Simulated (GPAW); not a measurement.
**As in GPAW: convergence with smearing width (eV)**

Crystal: As.

```xyz
2
Lattice="4.5664 0.0000 0.0000 -2.2832 3.9546 0.0000 0.0000 0.0000 2.8337" Properties=species:S:1:pos:R:3 pbc="T T T"
As    0.0000    2.6364    0.0000
As    2.2832    1.3182    0.0000
```

The cell was built by a generator and needn't be a form met in nature.

* Program: GPAW 26.7.0
* Task: convergence study
* Functional: PBE
* Potentials or basis: GPAW PAW data sets (gpaw-data 1.2.1)
* Cutoff: 600 eV
* Basis: pw
* k mesh: 5 × 5 × 7
* Occupations: gaussian, width 0.5 eV
* Spin: no spin polarisation

These are the settings of the first run; the series varies smearing width (eV), with any setting tied to it.

Hardware: 1 thread of Arm Neoverse N1, with other jobs on the host.

Question: The values tried are 0.5, 0.3, 0.2, 0.15, 0.1, 0.05, 0.025, 0.01, loosest first. From which on does the pressure stay within 0.1 GPa of the tightest run that finished?

Answer: From 0.025 on.

| smearing width (eV) | energy less the tightest run, at zero smearing (meV/atom) | pressure (GPa) | SCF cycles | CPU time (s) | peak memory (GiB) |
| --- | --- | --- | --- | --- | --- |
| 0.5 | 0.32 | -0.14 | 9 | 22 | 0.15 |
| 0.3 | -0.25 | 0.14 | 10 | 23 | 0.15 |
| 0.2 | -0.63 | 0.33 | 10 | 23 | 0.15 |
| 0.15 | -0.35 | 0.42 | 10 | 23 | 0.15 |
| 0.1 | 0.02 | 0.52 | 10 | 23 | 0.15 |
| 0.05 | 0.05 | 0.68 | 10 | 23 | 0.15 |
| 0.025 | -0.01 | 0.75 | 10 | 23 | 0.15 |
| 0.01 | 0.00 | 0.78 | 10 | 23 | 0.15 |

Against the tightest run, the energy stays within 1 meV/atom from 0.5 on. Narrower smearing needs a denser k mesh, so at a fixed mesh the narrowest width isn't the most accurate. The tightest run that finished is the yardstick and may itself not be fully converged.
